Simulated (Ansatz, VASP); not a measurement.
# Cross-check of MoS2 between VASP and Ansatz

Wanted: the spread between two codes on one cell, functional and k mesh.

Calculated with Ansatz 0.2.0; plane waves, with VASP 6.6.1 beside it; single point at PBE.

The database entry behind the starting cell differs from later determinations by our own check (about 0.3 % long), so it need not match the best structure at ambient conditions.

**1. Set-up**

The cell holds 54 atoms: 18 Mo and 36 S. Its edges and angles: a = 9.507 Å, b = 9.507 Å, c = 12.324 Å, α = 90.0°, β = 90.0°, γ = 120.0°. It derives from MoS2, repeated 3×3×1. Nearest the centre at fractional (0.111, 0.222, 0.250): Mo1 at 0.00 Å, S52 at 2.41 Å, S46 at 2.41 Å, S34 at 2.41 Å, S28 at 2.41 Å, S47 at 2.41 Å, S29 at 2.41 Å, Mo4 at 3.17 Å.

**2. Ansatz: single point, PBE**

Ansatz runs on its default PAW (the set named soft_2) files.

A single point gives forces, pressure and levels at one fixed geometry, so differences don't come from the geometry; what else differs is listed under the comparison.

input.yaml

```yaml
crystal:
  lattice:
    - [9.507, 0.0, 0.0]
    - [-4.7535, 8.2333035138, 0.0]
    - [0.0, 0.0, 12.324]
  atoms:
    - { symbol: Mo, position: [0.1111111111, 0.2222222222, 0.25] }
    - { symbol: Mo, position: [0.1111111111, 0.5555555556, 0.25] }
    - { symbol: Mo, position: [0.1111111111, 0.8888888889, 0.25] }
    - { symbol: Mo, position: [0.4444444444, 0.2222222222, 0.25] }
    - { symbol: Mo, position: [0.4444444444, 0.5555555556, 0.25] }
    - { symbol: Mo, position: [0.4444444444, 0.8888888889, 0.25] }
    - { symbol: Mo, position: [0.7777777778, 0.2222222222, 0.25] }
    - { symbol: Mo, position: [0.7777777778, 0.5555555556, 0.25] }
    - { symbol: Mo, position: [0.7777777778, 0.8888888889, 0.25] }
    - { symbol: Mo, position: [0.2222222222, 0.1111111111, 0.75] }
    - { symbol: Mo, position: [0.2222222222, 0.4444444444, 0.75] }
    - { symbol: Mo, position: [0.2222222222, 0.7777777778, 0.75] }
    - { symbol: Mo, position: [0.5555555556, 0.1111111111, 0.75] }
    - { symbol: Mo, position: [0.5555555556, 0.4444444444, 0.75] }
    - { symbol: Mo, position: [0.5555555556, 0.7777777778, 0.75] }
    - { symbol: Mo, position: [0.8888888889, 0.1111111111, 0.75] }
    - { symbol: Mo, position: [0.8888888889, 0.4444444444, 0.75] }
    - { symbol: Mo, position: [0.8888888889, 0.7777777778, 0.75] }
    - { symbol: S, position: [0.1111111111, 0.2222222222, 0.623] }
    - { symbol: S, position: [0.1111111111, 0.5555555556, 0.623] }
    - { symbol: S, position: [0.1111111111, 0.8888888889, 0.623] }
    - { symbol: S, position: [0.4444444444, 0.2222222222, 0.623] }
    - { symbol: S, position: [0.4444444444, 0.5555555556, 0.623] }
    - { symbol: S, position: [0.4444444444, 0.8888888889, 0.623] }
    - { symbol: S, position: [0.7777777778, 0.2222222222, 0.623] }
    - { symbol: S, position: [0.7777777778, 0.5555555556, 0.623] }
    - { symbol: S, position: [0.7777777778, 0.8888888889, 0.623] }
    - { symbol: S, position: [0.2222222222, 0.1111111111, 0.123] }
    - { symbol: S, position: [0.2222222222, 0.4444444444, 0.123] }
    - { symbol: S, position: [0.2222222222, 0.7777777778, 0.123] }
    - { symbol: S, position: [0.5555555556, 0.1111111111, 0.123] }
    - { symbol: S, position: [0.5555555556, 0.4444444444, 0.123] }
    - { symbol: S, position: [0.5555555556, 0.7777777778, 0.123] }
    - { symbol: S, position: [0.8888888889, 0.1111111111, 0.123] }
    - { symbol: S, position: [0.8888888889, 0.4444444444, 0.123] }
    - { symbol: S, position: [0.8888888889, 0.7777777778, 0.123] }
    - { symbol: S, position: [0.1111111111, 0.2222222222, 0.877] }
    - { symbol: S, position: [0.1111111111, 0.5555555556, 0.877] }
    - { symbol: S, position: [0.1111111111, 0.8888888889, 0.877] }
    - { symbol: S, position: [0.4444444444, 0.2222222222, 0.877] }
    - { symbol: S, position: [0.4444444444, 0.5555555556, 0.877] }
    - { symbol: S, position: [0.4444444444, 0.8888888889, 0.877] }
    - { symbol: S, position: [0.7777777778, 0.2222222222, 0.877] }
    - { symbol: S, position: [0.7777777778, 0.5555555556, 0.877] }
    - { symbol: S, position: [0.7777777778, 0.8888888889, 0.877] }
    - { symbol: S, position: [0.2222222222, 0.1111111111, 0.377] }
    - { symbol: S, position: [0.2222222222, 0.4444444444, 0.377] }
    - { symbol: S, position: [0.2222222222, 0.7777777778, 0.377] }
    - { symbol: S, position: [0.5555555556, 0.1111111111, 0.377] }
    - { symbol: S, position: [0.5555555556, 0.4444444444, 0.377] }
    - { symbol: S, position: [0.5555555556, 0.7777777778, 0.377] }
    - { symbol: S, position: [0.8888888889, 0.1111111111, 0.377] }
    - { symbol: S, position: [0.8888888889, 0.4444444444, 0.377] }
    - { symbol: S, position: [0.8888888889, 0.7777777778, 0.377] }
hamiltonian:
  xc: pbe
  pseudopotentials: { kind: paw }
kpoints:
  mp_grid: { grid: [2, 2, 2] }
scf:
  occupations: { method: gaussian, width: 0.05 }
  n_extra_bands: 17
output:
  forces: true
  stress: true
  eigenvalues: true
```

The run is started by

```sh
ansatz run input.yaml --threads 8 --pin off --max-ram 18432MiB --backend cpu --events-out ev --progress --plain --runs-dir out
```

Numbers of over 12 decimals in the logs are rounded to 6 here.

What it wrote:

```text
scf.n_extra_bands = 17 over 234 filled bands (N_el = 468.0): the run solves 251 bands
Engine: ansatz 0.2.0, aarch64-unknown-linux-gnu
Pseudopotentials: kind: paw
Pseudopotential: Mo, paw, valence charge 14, recommended cutoff 420 eV (normal), Mo.paw.azcp
Pseudopotential: S, paw, valence charge 6, recommended cutoff 420 eV (normal), S.paw.azcp
Functional definition: PBE
  parameter kappa = 0.804
  parameter beta = 0.066725
  exchange = pbe_x(kappa = kappa, mu = beta*pi^2/3)
  correlation = pbe_c(beta = beta)
Crystal: 54 atoms, lattice volume = 964.649 Å³
Basis set: ecut = 420 eV, 18809 PW (Γ), exchange–correlation on 128×128×180 points (8 copies of the dense FFT grid, shifted against one another)
Bands: 251, of which v1, the nominal top of the filled ones, is band 234 counted from 1 (233 counted from 0)
Symmetry: 216 space group operations
Space group: P63/mmc (ITA 194), of the structure as read, at distance tolerance 9.9e-5 Å
k-points: 4 of 8
Non-local potential: Mo, projectors of the file, l = 0: 3, l = 1: 2, l = 2: 2, l = 3: 1
Non-local potential: S, projectors of the file, l = 0: 2, l = 1: 2, l = 2: 2
PAW form: soft (Blöchl's): semilocal exchange-correlation on the pseudo side does not see the compensation charge
PAW one-centre angular grid: Mo, 590 points (default); XC on 64 Gauss nodes
PAW one-centre angular grid: S, 110 points (default); XC on 64 Gauss nodes
Initial density: superposition of atomic densities (neutral atoms: chi_scale 0, normalization atom), corrected by the library's trained network
Initial wavefunctions: pseudopotential atomic-orbital guess
Functional: x = pbe(κ = 0.804, μ = 0.219515), c = pbe(β = 0.066725)
SCF iter   1: F=—  HF=-121729.734079 eV  |F-HF|=—  |Δ(HF+E_count)|=         —  Δρ=5.46e-3  dr2=6.63e-2  ethr=1.77e-3  ⟨swp⟩=6.5  Hψ=3897  notcnv=0
preconditioner: auto → Resta (q_TF=auto, 2.418 Å⁻¹)  ε∞=10.0  [insulator: Δε(μ)=0.887 eV  Ē_g=7.188 eV  σ=0.050 eV  W_gap=1.00  n_scr=224 (ndim 8)  ℏωp=21.5 eV  f_vac=0.016  D(μ)=0.00/eV (n_scr^D=0)  ε∞_Penn≈10.0]
SCF iter   2: F=—  HF=-121729.820610 eV  |F-HF|=—  |Δ(HF+E_count)|=   8.65e-2  Δρ=3.14e-3  dr2=2.14e-2  ethr=1.42e-5  ⟨swp⟩=2.0  Hψ=1904  notcnv=0  defer=1
SCF iter   3: F=—  HF=-121729.863319 eV  |F-HF|=—  |Δ(HF+E_count)|=   4.27e-2  Δρ=3.07e-4  dr2=2.16e-3  ethr=4.57e-6  ⟨swp⟩=2.0  Hψ=1602  notcnv=0  defer=1
SCF iter   4: F=—  HF=-121729.863193 eV  |F-HF|=—  |Δ(HF+E_count)|=   1.25e-4  Δρ=1.14e-4  dr2=8.61e-5  ethr=4.62e-7  ⟨swp⟩=2.0  Hψ=1455  notcnv=0  defer=1
SCF iter   5: F=—  HF=-121729.865402 eV  |F-HF|=—  |Δ(HF+E_count)|=   2.21e-3  Δρ=5.38e-5  dr2=3.05e-5  ethr=1.84e-8  ⟨swp⟩=2.0  Hψ=1489  notcnv=0  defer=1
SCF iter   6: F=—  HF=-121729.865416 eV  |F-HF|=—  |Δ(HF+E_count)|=   1.46e-5  Δρ=1.54e-5  dr2=2.01e-6  ethr=6.53e-9  ⟨swp⟩=2.0  Hψ=1445  notcnv=0  defer=1
SCF iter   7: F=-121729.865418 eV  HF=-121729.865418 eV  |F-HF|=6.31e-8  |Δ(HF+E_count)|=   1.98e-6  Δρ=3.38e-6  dr2=8.68e-8  ethr=2.14e-11  ⟨swp⟩=7.5  Hψ=4744  notcnv=0
SCF 1 converged in 7 iterations: F = -121729.865418 eV  dr2 = 8.68e-8
  greatest PAW one-centre occupation: 0.998 electrons in one spin orbital (limit 2), on the Mo atom at site 17 (counted from 0), in its partial waves of l = 0
SCF converged after 7 iterations
Free energy (F): -121729.865418 eV
Harris-Foulkes:  -121729.865418 eV  (|F-HF|=6.31e-8)
Internal energy: -121729.865418 eV  (E = F + TS)
E sigma→0 (E₀):  -121729.865418 eV
Fermi energy:    11.337117 eV
--- Per-component energies (eV) ---
  E_band       = -2811.966986
  E_kinetic    = 11808.718045
  E_local      = -35308.498397  (includes V_loc(G=0)·N_el)
  E_nonlocal   = 3585.390259
  E_hartree    = 13577.158877
  E_xc         = -6814.201526
  E_vxc        = -7291.800577  (∫ρ·V_xc dr)
  E_paw        = -79227.485408  (= ΣΔE_a)
  E_vpaw       = -2760.103916  (= ΣTr[D̂ρ^β])
  E_aug_tail   = 0.000750  (compensation charges beyond the density's cutoff)
  E_ewald      = -29350.948018
  E_smearing   = -0.000000  (= −TS)
  E_closure    = 0.000000  (closes the sum)
  Σ components = -121729.865418   (vs F -121729.865418, Δ=0.00e0)
--- Forces (eV/Å), atoms counted from 1 ---
  atom   1  Mo    -0.00000000    -0.00000000    -0.00000000
  atom   2  Mo    -0.00000000    -0.00000000    -0.00000000
  atom   3  Mo    -0.00000000    -0.00000000    -0.00000000
  atom   4  Mo     0.00000000    -0.00000000    -0.00000000
  atom   5  Mo    -0.00000000    -0.00000000    -0.00000000
  atom   6  Mo     0.00000000    -0.00000000     0.00000000
  atom   7  Mo     0.00000000    -0.00000000     0.00000000
  atom   8  Mo    -0.00000000    -0.00000000    -0.00000000
  atom   9  Mo    -0.00000000    -0.00000000     0.00000000
  atom  10  Mo    -0.00000000     0.00000000    -0.00000000
  atom  11  Mo    -0.00000000     0.00000000     0.00000000
  atom  12  Mo    -0.00000000     0.00000000    -0.00000000
  atom  13  Mo     0.00000000     0.00000000    -0.00000000
  atom  14  Mo    -0.00000000     0.00000000    -0.00000000
  atom  15  Mo     0.00000000     0.00000000    -0.00000000
  atom  16  Mo     0.00000000     0.00000000     0.00000000
  atom  17  Mo     0.00000000     0.00000000    -0.00000000
  atom  18  Mo     0.00000000     0.00000000     0.00000000
  atom  19  S      0.00000000     0.00000000     0.06130882
  atom  20  S      0.00000000     0.00000000     0.06130882
  atom  21  S     -0.00000000     0.00000000     0.06130882
  atom  22  S     -0.00000000     0.00000000     0.06130882
  atom  23  S     -0.00000000     0.00000000     0.06130882
  atom  24  S     -0.00000000     0.00000000     0.06130882
[...]
atom  47  S      0.00000000    -0.00000000    -0.06130882
  atom  48  S     -0.00000000    -0.00000000    -0.06130882
  atom  49  S      0.00000000    -0.00000000    -0.06130882
  atom  50  S      0.00000000    -0.00000000    -0.06130882
  atom  51  S      0.00000000    -0.00000000    -0.06130882
  atom  52  S     -0.00000000    -0.00000000    -0.06130882
  atom  53  S      0.00000000    -0.00000000    -0.06130882
  atom  54  S      0.00000000    -0.00000000    -0.06130882
  max |Σ_I F_I| component: 3.12e-16 eV/Å
--- Stress (GPa, compression-positive) ---
        1.841388       0.000000      -0.000000
       -0.000000       1.841388       0.000000
        0.000000       0.000000       2.276173
  P = ⅓ Tr σ = 1.9863 GPa (19.863 kbar)
--- Band table (eV) ---
  k-point 0: bands = [... 230 lower, 10.1301, 10.2918, 10.2918, 10.8968, 11.9443, 11.9443, 11.9443, 11.9443, ... 13 higher]
  k-point 1: bands = [... 230 lower, 10.2018, 10.2018, 10.6303, 10.6303, 11.9456, 11.9456, 11.9456, 11.9456, ... 13 higher]
  k-point 2: bands = [... 230 lower, 9.7917, 9.7917, 10.1259, 10.1259, 11.7825, 11.7825, 12.2386, 12.2386, ... 13 higher]
  k-point 3: bands = [... 230 lower, 10.0751, 10.0751, 10.0751, 10.0751, 12.1159, 12.1159, 12.1159, 12.1159, ... 13 higher]
```

Wall time 17 s (8 threads of Arm Neoverse N1, shared host); peak memory 4.7 GiB.

In the SCF lines HF is the Harris–Foulkes energy and dr2 the Hartree energy of the density residual, in eV; the loop may stop once dr2 is under the threshold and the program's other checks hold. Hψ counts applications of the Hamiltonian.

The run ends at a pressure of 1.99 GPa, with forces up to 0.061 eV/Å.

**3. VASP: single point, PBE**

The same cell, functional, mesh and smearing now go to VASP, with its own data sets and cutoff.

Lines of VASP's logs that name or quote its potential files are left out, and so is its time.

INCAR

```
SYSTEM = MoS2
PREC = Accurate
ENCUT = 400
EDIFF = 1E-05
NELM = 100
ISMEAR = 0
SIGMA = 0.05
LREAL = Auto
ALGO = Fast
GGA = PE
NBANDS = 272
LASPH = .TRUE.
LWAVE = .FALSE.
LCHARG = .FALSE.
NCORE = 8
ICORELEVEL = 1
```

POSCAR

```
MoS2
1.0
    9.5070000000      0.0000000000      0.0000000000
   -4.7535000000      8.2333035138      0.0000000000
    0.0000000000      0.0000000000     12.3240000000
Mo Mo S
1 17 36
Direct
    0.1111111111      0.2222222222      0.2500000000
    0.1111111111      0.5555555556      0.2500000000
    0.1111111111      0.8888888889      0.2500000000
    0.4444444444      0.2222222222      0.2500000000
    0.4444444444      0.5555555556      0.2500000000
    0.4444444444      0.8888888889      0.2500000000
    0.7777777778      0.2222222222      0.2500000000
    0.7777777778      0.5555555556      0.2500000000
    0.7777777778      0.8888888889      0.2500000000
    0.2222222222      0.1111111111      0.7500000000
    0.2222222222      0.4444444444      0.7500000000
    0.2222222222      0.7777777778      0.7500000000
    0.5555555556      0.1111111111      0.7500000000
    0.5555555556      0.4444444444      0.7500000000
    0.5555555556      0.7777777778      0.7500000000
    0.8888888889      0.1111111111      0.7500000000
    0.8888888889      0.4444444444      0.7500000000
    0.8888888889      0.7777777778      0.7500000000
    0.1111111111      0.2222222222      0.6230000000
    0.1111111111      0.5555555556      0.6230000000
    0.1111111111      0.8888888889      0.6230000000
    0.4444444444      0.2222222222      0.6230000000
    0.4444444444      0.5555555556      0.6230000000
    0.4444444444      0.8888888889      0.6230000000
    0.7777777778      0.2222222222      0.6230000000
    0.7777777778      0.5555555556      0.6230000000
    0.7777777778      0.8888888889      0.6230000000
    0.2222222222      0.1111111111      0.1230000000
    0.2222222222      0.4444444444      0.1230000000
    0.2222222222      0.7777777778      0.1230000000
    0.5555555556      0.1111111111      0.1230000000
    0.5555555556      0.4444444444      0.1230000000
    0.5555555556      0.7777777778      0.1230000000
    0.8888888889      0.1111111111      0.1230000000
    0.8888888889      0.4444444444      0.1230000000
    0.8888888889      0.7777777778      0.1230000000
    0.1111111111      0.2222222222      0.8770000000
    0.1111111111      0.5555555556      0.8770000000
    0.1111111111      0.8888888889      0.8770000000
    0.4444444444      0.2222222222      0.8770000000
    0.4444444444      0.5555555556      0.8770000000
    0.4444444444      0.8888888889      0.8770000000
    0.7777777778      0.2222222222      0.8770000000
    0.7777777778      0.5555555556      0.8770000000
    0.7777777778      0.8888888889      0.8770000000
    0.2222222222      0.1111111111      0.3770000000
    0.2222222222      0.4444444444      0.3770000000
    0.2222222222      0.7777777778      0.3770000000
    0.5555555556      0.1111111111      0.3770000000
    0.5555555556      0.4444444444      0.3770000000
    0.5555555556      0.7777777778      0.3770000000
    0.8888888889      0.1111111111      0.3770000000
    0.8888888889      0.4444444444      0.3770000000
    0.8888888889      0.7777777778      0.3770000000
```

KPOINTS

```
Automatic mesh
0
Gamma
2 2 2
0 0 0
```

The projector-augmented-wave data sets are Mo_sv, Mo_sv and S (PBE family, release 64).

The run is started by

```sh
mpirun -np 8 vasp_std
```

What it wrote:

```text
[banner, memory and clock lines left out]
running    8 mpi-ranks, on    1 nodes
[...]
|                                                                             |
|           W    W    AA    RRRRR   N    N  II  N    N   GGGG   !!!           |
|           W    W   A  A   R    R  NN   N  II  NN   N  G    G  !!!           |
|           W    W  A    A  R    R  N N  N  II  N N  N  G       !!!           |
|           W WW W  AAAAAA  RRRRR   N  N N  II  N  N N  G  GGG   !            |
|           WW  WW  A    A  R   R   N   NN  II  N   NN  G    G                |
|           W    W  A    A  R    R  N    N  II  N    N   GGGG   !!!           |
|                                                                             |
|     For optimal performance we recommend to set                             |
|       NCORE = 2 up to number-of-cores-per-socket                            |
|     NCORE specifies how many cores store one orbital (NPAR=cpu/NCORE).      |
|     This setting can greatly improve the performance of VASP for DFT.       |
|     The default, NCORE=1 might be grossly inefficient on modern             |
|     multi-core architectures or massively parallel machines. Do your        |
|     Unfortunately you need to use the default for GW and RPA                |
|     calculations (for HF NCORE is supported but not extensively tested      |
|     yet).                                                                   |
|                                                                             |

 LDA part: xc-table for (Slater+PW92), standard interpolation
 POSCAR, INCAR and KPOINTS ok, starting setup
[...]
entering main loop
       N       E                     dE             d eps       ncg     rms          rms(c)
DAV:   1     0.392876321261E+04    0.39288E+04   -0.22944E+05  2568   0.134E+03
DAV:   2    -0.100697731114E+03   -0.40295E+04   -0.39114E+04  2656   0.377E+02
DAV:   3    -0.408249078356E+03   -0.30755E+03   -0.30385E+03  2696   0.890E+01
DAV:   4    -0.418669639458E+03   -0.10421E+02   -0.10349E+02  2632   0.162E+01
[...]
RMM:  15    -0.392488934882E+03   -0.44393E-04   -0.87018E-04  2833   0.350E-02    0.492E-02
RMM:  16    -0.392488953072E+03   -0.18190E-04   -0.25512E-04  2343   0.167E-02    0.195E-02
RMM:  17    -0.392488957488E+03   -0.44159E-05   -0.84045E-05  2000   0.917E-03
   1 F= -.39248896E+03 E0= -.39248896E+03  d E =-.473115E-26
```

Parts of OUTCAR (step 3):

```text
  Total        8.7209079      8.7209079     11.0216240      0.0000000      0.0000000      0.0000000
  in kB       14.4844822     14.4844822     18.3057221      0.0000000      0.0000000      0.0000000
  external PRESSURE =      15.7582288 kB  Pullay stress =       0.0000000 kB

 POSITION                                       TOTAL-FORCE (eV/Angst)
 -----------------------------------------------------------------------------------
      0.00000      1.82962      3.08100        -0.000000      0.000000     -0.000000
     -1.58450      4.57406      3.08100         0.000236      0.000001     -0.000000
     -3.16900      7.31849      3.08100         0.000119      0.000204     -0.000000
      3.16900      1.82962      3.08100        -0.000117     -0.000205     -0.000000
      1.58450      4.57406      3.08100        -0.000236      0.000001     -0.000000
     -0.00000      7.31849      3.08100         0.000000      0.000000     -0.000000
      6.33800      1.82962      3.08100         0.000117     -0.000205     -0.000000
      4.75350      4.57406      3.08100        -0.000000      0.000000     -0.000000
      3.16900      7.31849      3.08100        -0.000119      0.000204     -0.000000
      1.58450      0.91481      9.24300        -0.000011      0.000006     -0.000000
      0.00000      3.65925      9.24300        -0.000000     -0.000012     -0.000000
     -1.58450      6.40368      9.24300        -0.000205     -0.000118     -0.000000
      4.75350      0.91481      9.24300         0.000000      0.000237     -0.000000
      3.16900      3.65925      9.24300         0.000212      0.000122     -0.000000
[...]
-----------------------------------------------------------------------------------
    total drift:                               -0.000000     -0.000009      0.000000

  FREE ENERGIE OF THE ION-ELECTRON SYSTEM (eV)
  ---------------------------------------------------
  free  energy   TOTEN  =      -392.4889574878 eV

  energy  without entropy=     -392.4889574878  energy(sigma->0) =     -392.48895749

[... 2 further parts left out ...]
[key lines of the parts left out:]
E-fermi :   7.8555
```

This run has no spin polarisation, so a moment on Mo, if there is one, isn't seen.

**4. Differences**

Known differences besides the potentials themselves: the cutoff is 420 eV in Ansatz and 400 eV in VASP (PREC = Accurate, projectors in real space). Total energies have different zeros and are not compared.

The two programs side by side:

| quantity | Ansatz | VASP | difference |
| --- | --- | --- | --- |
| pressure (GPa) | 1.99 | 1.58 | +0.41 |
| gap on the k mesh (eV) | 0.886 | 0.900 | -0.014 |

Forces on 7 of the 54 atoms, those with the largest forces and the largest differences (eV/Å; atoms numbered as in POSCAR):

| atom | Ansatz x, y, z | VASP x, y, z |
| --- | --- | --- |
| S19 | 0.000, 0.000, 0.061 | 0.000, 0.000, 0.072 |
| S29 | 0.000, 0.000, 0.061 | 0.000, 0.000, 0.072 |
| S34 | 0.000, 0.000, 0.061 | 0.000, 0.000, 0.072 |
| S37 | 0.000, 0.000, -0.061 | 0.000, 0.000, -0.072 |
| S46 | 0.000, 0.000, -0.061 | 0.000, 0.000, -0.072 |
| S47 | 0.000, 0.000, -0.061 | 0.000, 0.000, -0.072 |
| S52 | 0.000, 0.000, -0.061 | 0.000, 0.000, -0.072 |

The forces differ by 4.9 meV/Å r.m.s., which is 14.4 % of the r.m.s. force of 0.03 eV/Å (both taken over all components). A gap on the mesh is an upper bound, since the band edges may lie between its points.

**5. What came out**

```yaml
r_m_s_force_difference_single_point_pbe: 4.9 meV/Å
```

**Reading.** The r.m.s. force difference is 4.9 meV/Å (single point, PBE), within the 12 meV/Å picked in this series as the mark of a large difference. Such differences can come from data sets, numerical settings and the points named under the comparisons, not from the functional's error against experiment.

[Lines on the potential files, build, host, timing and source positions are cut from VASP's logs without a mark.]

[Logs are printed without paths, hosts, clocks, repeated set-up lines and the standing remarks that a program may print on its own settings, such as how far it seeks lower states.]

[Hosts, paths, dates, database ids (printed as entryN), source tags and the programs' standing remarks are cut or masked in the printed files.]
